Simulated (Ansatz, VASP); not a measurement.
# Al8H11O17F (hydroxylated alpha-Al2O3(0001) with 2 of its OH changed to F) in two plane-wave programs

One calculation is typed for both programs; each brings its own data sets. How far apart do they land? The cell is taken from a series of runs on this material, whose earlier steps may have relaxed, scaled, displaced or heated it; both programs get it as it stands.

Calculated with Ansatz 0.2.0; plane waves, with VASP 6.6.1 beside it; single point at PBE with D3(BJ).

**1. The structure**

The cell holds 74 atoms: 16 Al, 34 O, 2 F and 22 H. Cell: a = 9.580 Å, b = 9.580 Å, c = 22.300 Å, α = 90.0°, β = 90.0°, γ = 120.0°. It derives from Al2O3 (hydroxylated alpha-Al2O3(0001)). As first built, before any earlier steps moved the atoms (in the runner's words): corundum (0001), 2 x 2 cells, three layers of O, the outer two all OH (lattice constants typed as starting values near PBE's), lower atoms held; 2 top OH groups nearest the cell's middle replaced by F, eased by MACE. Vacuum lies along c.

**2. VASP: single point, PBE with D3(BJ), pair 1**

With cell and atoms fixed, the geometry can't cause a difference; cores, projectors, grids and the points listed under the comparison can.

Lines of VASP's logs that name or quote its potential files are left out, and so is its time.

The input, INCAR:

```
SYSTEM = Al8H11O17F
PREC = Accurate
ENCUT = 520
EDIFF = 1E-06
NELM = 120
ISMEAR = -1
SIGMA = 0.025
LREAL = Auto
ALGO = Normal
GGA = PE
IVDW = 12
NBANDS = 200
LORBIT = 11
LWAVE = .FALSE.
LCHARG = .FALSE.
ISIF = 2
LASPH = .TRUE.
GGA_COMPAT = .FALSE.
EFERMI = MIDGAP
KPAR = 4
```

The input, POSCAR:

```
Al8H11O17F
1.0
    9.5800000000      0.0000000000      0.0000000000
   -4.7900000000      8.2965200000      0.0000000000
    0.0000000000      0.0000000000     22.3000000000
Al O F H
16 34 2 22
Direct
    0.0046600000      0.9996700000      0.1450600000
    0.3413300000      0.1727600000      0.2280200000
    0.1724300000      0.3344700000      0.1296000000
    0.1716700000      0.3344600000      0.2446100000
    0.0072000000      0.5040200000      0.1434100000
    0.3352000000      0.6700800000      0.2277600000
    0.1806800000      0.8417700000      0.1301000000
    0.1744400000      0.8373900000      0.2446100000
    0.5093000000      0.0047800000      0.1435100000
    0.8411900000      0.1696900000      0.2298000000
    0.6721900000      0.3389200000      0.1289500000
    0.6772500000      0.3341200000      0.2426800000
    0.5026900000      0.5041700000      0.1444600000
    0.8407700000      0.6712300000      0.2264900000
    0.6754600000      0.8400300000      0.1284000000
    0.6703000000      0.8355400000      0.2424500000
    0.1602700000      0.9971300000      0.0889700000
    0.0068400000      0.1599200000      0.0907500000
    0.3459300000      0.3509900000      0.0885200000
    0.5024300000      0.1803200000      0.2834800000
    0.3339600000      0.3237300000      0.2838600000
    0.1821100000      0.0113200000      0.2824700000
    0.0173700000      0.3367300000      0.1856500000
    0.1729900000      0.1799900000      0.1861000000
    0.3263800000      0.4929300000      0.1862900000
    0.1596300000      0.4936300000      0.0878200000
    0.0216800000      0.6704600000      0.0869200000
    0.3514200000      0.8535900000      0.0894800000
    0.3319200000      0.8203600000      0.2836300000
    0.1842800000      0.5096500000      0.2817000000
    0.0185200000      0.8369700000      0.1869100000
    0.1708700000      0.6807400000      0.1860700000
    0.3297700000      0.9943100000      0.1866100000
    0.6638400000      0.0001500000      0.0896100000
    0.5103600000      0.1652800000      0.0895900000
    0.8434000000      0.3540000000      0.0865200000
    0.9992600000      0.1744700000      0.2836600000
    0.8343400000      0.3226400000      0.2827900000
    0.6792500000      0.0060500000      0.2823100000
    0.5190700000      0.3380800000      0.1858300000
    0.6750300000      0.1834100000      0.1858600000
    0.8287800000      0.4950300000      0.1846000000
    0.6570700000      0.4980900000      0.0875200000
    0.5079300000      0.6672700000      0.0914000000
    0.8466500000      0.8477700000      0.0892100000
    0.9970300000      0.6732700000      0.2818800000
    0.8183800000      0.8101600000      0.2859900000
    0.5178600000      0.8361300000      0.1869700000
    0.6712200000      0.6789900000      0.1863600000
    0.8289100000      0.9893100000      0.1877600000
    0.4980300000      0.6749300000      0.2811600000
    0.6870300000      0.5049800000      0.2812400000
    0.1007200000      0.9521100000      0.0521400000
    0.0272200000      0.1362200000      0.0506200000
    0.3456300000      0.2483400000      0.0878900000
    0.4891700000      0.2230600000      0.3210100000
    0.4321200000      0.4282400000      0.2843000000
    0.2253400000      0.0353000000      0.3226300000
    0.1122600000      0.4521700000      0.0489000000
    0.0738300000      0.6651600000      0.0504100000
    0.3578200000      0.7547600000      0.0872000000
    0.4361800000      0.9201100000      0.2866200000
    0.2223400000      0.5366700000      0.3224500000
    0.7692300000      0.0985400000      0.0872600000
    0.5290700000      0.1315200000      0.0508900000
    0.8534500000      0.4100800000      0.0491900000
    0.0087700000      0.0775800000      0.2853000000
    0.9375400000      0.4229600000      0.2861700000
    0.7297500000      0.0359800000      0.3213600000
    0.5922200000      0.4557300000      0.0515200000
    0.5164100000      0.6479300000      0.0493900000
    0.8409700000      0.7428200000      0.0878000000
    0.9779900000      0.7016800000      0.3213600000
    0.7644900000      0.7422900000      0.3202800000
```

The input, KPOINTS:

```
Automatic mesh
0
Gamma
2 2 1
0 0 0
```

The projector-augmented-wave data sets are Al, O, F and H (PBE family, release 64).

Launch:

```console
mpirun -np 8 vasp_std
```

Numbers of over 12 decimals in the logs are rounded to 6 here.

The log of the run:

```text
[banner, memory and clock lines left out]
running    8 mpi-ranks, on    1 nodes
[...]
|                                                                             |
|           W    W    AA    RRRRR   N    N  II  N    N   GGGG   !!!           |
|           W    W   A  A   R    R  NN   N  II  NN   N  G    G  !!!           |
|           W    W  A    A  R    R  N N  N  II  N N  N  G       !!!           |
|           W WW W  AAAAAA  RRRRR   N  N N  II  N  N N  G  GGG   !            |
|           WW  WW  A    A  R   R   N   NN  II  N   NN  G    G                |
|           W    W  A    A  R    R  N    N  II  N    N   GGGG   !!!           |
|                                                                             |
|     For optimal performance we recommend to set                             |
|       NCORE = 2 up to number-of-cores-per-socket                            |
|     NCORE specifies how many cores store one orbital (NPAR=cpu/NCORE).      |
|     This setting can greatly improve the performance of VASP for DFT.       |
|     The default, NCORE=1 might be grossly inefficient on modern             |
|     multi-core architectures or massively parallel machines. Do your        |
|     Unfortunately you need to use the default for GW and RPA                |
|     calculations (for HF NCORE is supported but not extensively tested      |
|     yet).                                                                   |
|                                                                             |

 LDA part: xc-table for (Slater+PW92), standard interpolation
 POSCAR, INCAR and KPOINTS ok, starting setup
[...]
entering main loop
       N       E                     dE             d eps       ncg     rms          rms(c)
DAV:   1     0.272526202213E+04    0.27253E+04   -0.12456E+05  1688   0.118E+03
DAV:   2    -0.635211508218E+02   -0.27888E+04   -0.26700E+04  2192   0.310E+02
DAV:   3    -0.503729304817E+03   -0.44021E+03   -0.43813E+03  1960   0.126E+02
DAV:   4    -0.514783350019E+03   -0.11054E+02   -0.11023E+02  1944   0.237E+01
[...]
DAV:  27    -0.460426993221E+03   -0.35451E-05   -0.21336E-08  1232   0.916E-04    0.492E-04
DAV:  28    -0.460426995223E+03   -0.20029E-05   -0.13413E-07  1176   0.124E-03    0.621E-04
DAV:  29    -0.460426995726E+03   -0.50250E-06   -0.93070E-09  1200   0.937E-04
   1 F= -.46865045E+03 E0= -.46865045E+03  d E =0.000000E+00
```

From OUTCAR (step 2):

```text
  FREE ENERGIE OF THE ION-ELECTRON SYSTEM (eV)
  ---------------------------------------------------
  free  energy   TOTEN  =      -468.6504501141 eV

  energy  without entropy=     -468.6504501141  energy(sigma->0) =     -468.65045011
```

**3. Ansatz: single point, PBE with D3(BJ), pair 1**

Ansatz runs on its default PAW (the set named soft_2) files.

The same cell, functional, mesh and smearing now go to Ansatz, which takes its cutoff from its data sets.

The input, input.yaml:

```yaml
crystal:
  lattice:
    - [9.58, 0.0, 0.0]
    - [-4.79, 8.29652, 0.0]
    - [0.0, 0.0, 22.3]
  atoms:
    - { symbol: Al, position: [0.00466, 0.99967, 0.14506] }
    - { symbol: Al, position: [0.34133, 0.17276, 0.22802] }
    - { symbol: Al, position: [0.17243, 0.33447, 0.1296] }
    - { symbol: Al, position: [0.17167, 0.33446, 0.24461] }
    - { symbol: O, position: [0.16027, 0.99713, 0.08897] }
    - { symbol: O, position: [0.00684, 0.15992, 0.09075] }
    - { symbol: O, position: [0.34593, 0.35099, 0.08852] }
    - { symbol: O, position: [0.50243, 0.18032, 0.28348] }
    - { symbol: O, position: [0.33396, 0.32373, 0.28386] }
    - { symbol: O, position: [0.18211, 0.01132, 0.28247] }
    - { symbol: O, position: [0.01737, 0.33673, 0.18565] }
    - { symbol: O, position: [0.17299, 0.17999, 0.1861] }
    - { symbol: O, position: [0.32638, 0.49293, 0.18629] }
    - { symbol: Al, position: [0.0072, 0.50402, 0.14341] }
    - { symbol: Al, position: [0.3352, 0.67008, 0.22776] }
    - { symbol: Al, position: [0.18068, 0.84177, 0.1301] }
    - { symbol: Al, position: [0.17444, 0.83739, 0.24461] }
    - { symbol: O, position: [0.15963, 0.49363, 0.08782] }
    - { symbol: O, position: [0.02168, 0.67046, 0.08692] }
    - { symbol: O, position: [0.35142, 0.85359, 0.08948] }
    - { symbol: F, position: [0.49803, 0.67493, 0.28116] }
    - { symbol: O, position: [0.33192, 0.82036, 0.28363] }
    - { symbol: O, position: [0.18428, 0.50965, 0.2817] }
    - { symbol: O, position: [0.01852, 0.83697, 0.18691] }
    - { symbol: O, position: [0.17087, 0.68074, 0.18607] }
    - { symbol: O, position: [0.32977, 0.99431, 0.18661] }
    - { symbol: Al, position: [0.5093, 0.00478, 0.14351] }
    - { symbol: Al, position: [0.84119, 0.16969, 0.2298] }
    - { symbol: Al, position: [0.67219, 0.33892, 0.12895] }
    - { symbol: Al, position: [0.67725, 0.33412, 0.24268] }
    - { symbol: O, position: [0.66384, 0.00015, 0.08961] }
    - { symbol: O, position: [0.51036, 0.16528, 0.08959] }
    - { symbol: O, position: [0.8434, 0.354, 0.08652] }
    - { symbol: O, position: [0.99926, 0.17447, 0.28366] }
    - { symbol: O, position: [0.83434, 0.32264, 0.28279] }
    - { symbol: O, position: [0.67925, 0.00605, 0.28231] }
    - { symbol: O, position: [0.51907, 0.33808, 0.18583] }
    - { symbol: O, position: [0.67503, 0.18341, 0.18586] }
    - { symbol: O, position: [0.82878, 0.49503, 0.1846] }
    - { symbol: Al, position: [0.50269, 0.50417, 0.14446] }
    - { symbol: Al, position: [0.84077, 0.67123, 0.22649] }
    - { symbol: Al, position: [0.67546, 0.84003, 0.1284] }
    - { symbol: Al, position: [0.6703, 0.83554, 0.24245] }
    - { symbol: O, position: [0.65707, 0.49809, 0.08752] }
    - { symbol: O, position: [0.50793, 0.66727, 0.0914] }
    - { symbol: O, position: [0.84665, 0.84777, 0.08921] }
    - { symbol: O, position: [0.99703, 0.67327, 0.28188] }
    - { symbol: O, position: [0.81838, 0.81016, 0.28599] }
    - { symbol: F, position: [0.68703, 0.50498, 0.28124] }
    - { symbol: O, position: [0.51786, 0.83613, 0.18697] }
    - { symbol: O, position: [0.67122, 0.67899, 0.18636] }
    - { symbol: O, position: [0.82891, 0.98931, 0.18776] }
    - { symbol: H, position: [0.10072, 0.95211, 0.05214] }
    - { symbol: H, position: [0.02722, 0.13622, 0.05062] }
    - { symbol: H, position: [0.34563, 0.24834, 0.08789] }
    - { symbol: H, position: [0.48917, 0.22306, 0.32101] }
    - { symbol: H, position: [0.43212, 0.42824, 0.2843] }
    - { symbol: H, position: [0.22534, 0.0353, 0.32263] }
    - { symbol: H, position: [0.11226, 0.45217, 0.0489] }
    - { symbol: H, position: [0.07383, 0.66516, 0.05041] }
    - { symbol: H, position: [0.35782, 0.75476, 0.0872] }
    - { symbol: H, position: [0.43618, 0.92011, 0.28662] }
    - { symbol: H, position: [0.22234, 0.53667, 0.32245] }
    - { symbol: H, position: [0.76923, 0.09854, 0.08726] }
    - { symbol: H, position: [0.52907, 0.13152, 0.05089] }
    - { symbol: H, position: [0.85345, 0.41008, 0.04919] }
    - { symbol: H, position: [0.00877, 0.07758, 0.2853] }
    - { symbol: H, position: [0.93754, 0.42296, 0.28617] }
    - { symbol: H, position: [0.72975, 0.03598, 0.32136] }
    - { symbol: H, position: [0.59222, 0.45573, 0.05152] }
    - { symbol: H, position: [0.51641, 0.64793, 0.04939] }
    - { symbol: H, position: [0.84097, 0.74282, 0.0878] }
    - { symbol: H, position: [0.97799, 0.70168, 0.32136] }
    - { symbol: H, position: [0.76449, 0.74229, 0.32028] }
kpoints:
  mp_grid: { grid: [2, 2, 1] }
hamiltonian:
  xc: pbe
  dispersion: d3bj
scf:
  occupations: { method: fermi_dirac, width: 0.025 }
output:
  forces: true
```

Launch:

```console
ansatz run input.yaml --threads 4 --pin off --max-ram 8192MiB --backend cpu --events-out ev --progress --plain --runs-dir out
```

The log of the run:

```text
Engine: ansatz 0.2.0, aarch64-unknown-linux-gnu
Pseudopotentials: kind: paw
Pseudopotential: Al, paw, valence charge 3, recommended cutoff 420 eV (normal), Al.paw.azcp
Pseudopotential: O, paw, valence charge 6, recommended cutoff 420 eV (normal), O.paw.azcp
Pseudopotential: F, paw, valence charge 7, recommended cutoff 420 eV (normal), F.paw.azcp
Pseudopotential: H, paw, valence charge 1, recommended cutoff 420 eV (normal), H.paw.azcp
Functional definition: PBE
  parameter kappa = 0.804
  parameter beta = 0.066725
  exchange = pbe_x(kappa = kappa, mu = beta*pi^2/3)
  correlation = pbe_c(beta = beta)
Crystal: 74 atoms, lattice volume = 1772.419 Å³
Basis set: ecut = 420 eV, 34605 PW (Γ), exchange–correlation on 144×144×300 points (8 copies of the dense FFT grid, shifted against one another)
Bands: 218, of which v1, the nominal top of the filled ones, is band 144 counted from 1 (143 counted from 0)
Symmetry: 1 space group operations
Space group: P1 (ITA 1), of the structure as read, at distance tolerance 1.2e-4 Å
k-points: 4
Non-local potential: Al, projectors of the file, l = 0: 2, l = 1: 2, l = 2: 1
Non-local potential: O, projectors of the file, l = 0: 2, l = 1: 2, l = 2: 1
Non-local potential: F, projectors of the file, l = 0: 2, l = 1: 2, l = 2: 1
Non-local potential: H, projectors of the file, l = 0: 2, l = 1: 1
PAW form: soft (Blöchl's): semilocal exchange-correlation on the pseudo side does not see the compensation charge
PAW one-centre angular grid: Al, 110 points (default); XC on 64 Gauss nodes
PAW one-centre angular grid: O, 110 points (default); XC on 64 Gauss nodes
PAW one-centre angular grid: F, 110 points (default); XC on 64 Gauss nodes
PAW one-centre angular grid: H, 110 points (default); XC on 64 Gauss nodes
Initial density: superposition of atomic densities (neutral atoms: chi_scale 0, normalization atom), corrected by the library's trained network
Initial wavefunctions: pseudopotential atomic-orbital guess
Functional: x = pbe(κ = 0.804, μ = 0.219515), c = pbe(β = 0.066725)
SCF iter   1: F=—  HF=-29930.184514 eV  |F-HF|=—  |Δ(HF+E_count)|=         —  Δρ=1.72e-3  dr2=7.30e-2  ethr=1.77e-3  ⟨swp⟩=7.2  Hψ=4253  notcnv=0  defer=211
preconditioner: auto → Resta (q_TF=auto, 2.015 Å⁻¹)  ε∞=1.9  [insulator: Δε(μ)=4.363 eV  Ē_g=15.662 eV  σ=0.025 eV  W_gap=1.00  n_scr=224 (ndim 8)  ℏωp=15.0 eV  f_vac=0.658  D(μ)=0.00/eV (n_scr^D=0)  ε∞_Penn≈1.9  vacuum switching on, ρ_ref=1.8e-2 e/Å³]
SCF iter   2: F=—  HF=-29930.166539 eV  |F-HF|=—  |Δ(HF+E_count)|=   1.80e-2  Δρ=8.85e-4  dr2=9.29e-3  ethr=2.54e-5  ⟨swp⟩=3.0  Hψ=1434  notcnv=0  defer=274
SCF iter   3: F=—  HF=-29930.168394 eV  |F-HF|=—  |Δ(HF+E_count)|=   1.86e-3  Δρ=3.74e-4  dr2=1.96e-3  ethr=3.23e-6  ⟨swp⟩=3.0  Hψ=1191  notcnv=0  defer=66
automatic band count: iteration 3 solves 166 bands in place of 218: the levels show a gap, and the empty bands left out lie too high to hold charge; the band table lists the bands solved (type scf.n_extra_bands for more)
SCF iter   4: F=—  HF=-29930.168755 eV  |F-HF|=—  |Δ(HF+E_count)|=   3.61e-4  Δρ=1.24e-4  dr2=1.69e-4  ethr=6.80e-7  ⟨swp⟩=3.2  Hψ=1267  notcnv=0  defer=66
SCF iter   5: F=—  HF=-29930.168855 eV  |F-HF|=—  |Δ(HF+E_count)|=   9.96e-5  Δρ=2.96e-5  dr2=1.08e-5  ethr=5.87e-8  ⟨swp⟩=3.0  Hψ=1153  notcnv=0  defer=66
SCF iter   6: F=—  HF=-29930.168479 eV  |F-HF|=—  |Δ(HF+E_count)|=   3.76e-4  Δρ=1.27e-5  dr2=1.80e-6  ethr=3.76e-9  ⟨swp⟩=2.0  Hψ=1232  notcnv=0  defer=66
SCF iter   7: F=—  HF=-29930.168480 eV  |F-HF|=—  |Δ(HF+E_count)|=   9.44e-7  Δρ=3.44e-6  dr2=1.15e-7  ethr=6.26e-10  ⟨swp⟩=2.8  Hψ=1104  notcnv=0  defer=66
SCF iter   8: F=-29930.168481 eV  HF=-29930.168481 eV  |F-HF|=2.57e-9  |Δ(HF+E_count)|=   6.29e-7  Δρ=1.08e-6  dr2=1.34e-8  ethr=3.47e-11  ⟨swp⟩=5.0  Hψ=2363  notcnv=0
SCF 1 converged in 8 iterations: F = -29930.168481 eV  dr2 = 1.34e-8
  greatest PAW one-centre occupation: 0.929 electrons in one spin orbital (limit 2), on the F atom at site 48 (counted from 0), in its partial waves of l = 0
SCF converged after 8 iterations
Free energy (F): -29930.168481 eV
Harris-Foulkes:  -29930.168481 eV  (|F-HF|=2.57e-9)
Internal energy: -29930.168481 eV  (E = F + TS)
E sigma→0 (E₀):  -29930.168481 eV
Fermi energy:    -0.235207 eV
--- Per-component energies (eV) ---
  E_band       = -2649.556200
  E_kinetic    = 7211.521451
  E_local      = -194765.216675  (includes V_loc(G=0)·N_el)
  E_nonlocal   = 1967.008394
  E_hartree    = 94281.906337
  E_xc         = -3541.418391
  E_vxc        = -4178.075047  (∫ρ·V_xc dr)
  E_paw        = -13290.284577  (= ΣΔE_a)
  E_vpaw       = -1448.669220  (= ΣTr[D̂ρ^β])
  E_aug_tail   = 0.063371  (compensation charges beyond the density's cutoff)
  E_ewald      = 78214.475645
  E_disp       = -8.224035  (pairwise vdW)
  E_smearing   = -0.000000  (= −TS)
  E_closure    = 0.000000  (closes the sum)
  Σ components = -29930.168481   (vs F -29930.168481, Δ=0.00e0)
--- Forces (eV/Å), atoms counted from 1 ---
  atom   1  Al     0.04767833     0.14438237    -0.16484050
  atom   2  Al     0.01940198    -0.02705517    -0.00838310
  atom   3  Al     0.02644834    -0.01953753    -0.06761075
  atom   4  Al     0.03664027    -0.01515366     0.01340730
  atom   5  O      0.08569183     0.05192158     0.03217304
  atom   6  O     -0.04555915     0.06243935    -0.02942183
  atom   7  O     -0.04818182    -0.06307050    -0.02387816
  atom   8  O      0.01164629    -0.01139959    -0.00596724
  atom   9  O     -0.02143048    -0.02697536     0.01907253
  atom  10  O      0.01060410    -0.00144626    -0.02130935
  atom  11  O     -0.00705689    -0.00085525    -0.01499785
  atom  12  O     -0.01511943     0.00177087     0.02895117
  atom  13  O      0.01732661    -0.00593986    -0.01451428
  atom  14  Al    -0.01687087    -0.03753551    -0.06076698
  atom  15  Al    -0.01771369    -0.00660941    -0.01784993
  atom  16  Al     0.00264488    -0.03326176    -0.18502588
  atom  17  Al    -0.02111114    -0.01624241     0.00295131
  atom  18  O      0.00337326     0.07885634    -0.01808025
  atom  19  O     -0.09220873    -0.04144255    -0.00182662
  atom  20  O     -0.02131606    -0.01711925     0.00697479
  atom  21  F      0.01874126     0.00531473     0.02435941
  atom  22  O      0.01122711    -0.01645676     0.02829061
  atom  23  O     -0.02040073     0.03446167    -0.01576365
  atom  24  O      0.04654333    -0.01614443     0.00497354
[...]
atom  67  H      0.00765130    -0.03351257     0.00123511
  atom  68  H     -0.00861926     0.03577701    -0.00497850
  atom  69  H      0.00815852     0.00328957     0.01140384
  atom  70  H      0.01533898     0.00389013     0.14812961
  atom  71  H      0.03521052     0.03252629     0.13884179
  atom  72  H     -0.06292948     0.02514255    -0.02486947
  atom  73  H      0.03151549    -0.02161502     0.02115566
  atom  74  H      0.00293954     0.00125760     0.02538083
  max |Σ_I F_I| component: 1.19e-4 eV/Å
```

The column dr2 measures how far the density is from self-consistency, as an energy; F and HF (Harris–Foulkes) agree once it is small.

**4. Differences**

Known differences besides the potentials themselves: the cutoff is 420 eV in Ansatz and 520 eV in VASP (PREC = Accurate, projectors in real space). Total energies have different zeros and are not compared.

The two programs side by side:

| quantity | Ansatz | VASP | difference |
| --- | --- | --- | --- |
| gap on the k mesh (eV) | 4.413 | 4.398 | +0.015 |

Forces on 10 of the 74 atoms, those with the largest forces and the largest differences (eV/Å; atoms numbered as in POSCAR):

| atom | Ansatz x, y, z | VASP x, y, z |
| --- | --- | --- |
| Al1 | 0.048, 0.144, -0.165 | 0.040, 0.157, -0.154 |
| Al7 | 0.003, -0.033, -0.185 | 0.001, -0.013, -0.170 |
| Al11 | -0.136, -0.026, -0.136 | -0.135, -0.037, -0.119 |
| Al13 | 0.086, -0.049, -0.176 | 0.069, -0.030, -0.175 |
| Al15 | 0.113, -0.088, -0.247 | 0.093, -0.088, -0.258 |
| O17 | 0.086, 0.052, 0.032 | 0.110, 0.076, 0.130 |
| H59 | -0.010, -0.046, 0.144 | -0.036, -0.076, 0.024 |
| H60 | -0.014, 0.015, 0.118 | 0.041, 0.007, 0.003 |
| H66 | -0.042, 0.021, 0.188 | -0.053, 0.070, 0.072 |
| H74 | 0.003, 0.001, 0.025 | -0.011, -0.061, 0.136 |

The forces differ by 49 meV/Å r.m.s., which is 75.9 % of the r.m.s. force of 0.064 eV/Å (both taken over all components). A gap on the mesh is an upper bound, since the band edges may lie between its points. With vacuum in the cell, a pressure given here is an average over mostly empty space and none of the material.

(Part 1 of 3 ends here.)

[Lines on the potential files, build, host, timing and source positions are cut from VASP's logs without a mark.]

[Logs are printed without paths, hosts, clocks, repeated set-up lines and the standing remarks that a program may print on its own settings, such as how far it seeks lower states.]

[Hosts, paths, dates, database ids (printed as entryN), source tags and the programs' standing remarks are cut or masked in the printed files.]
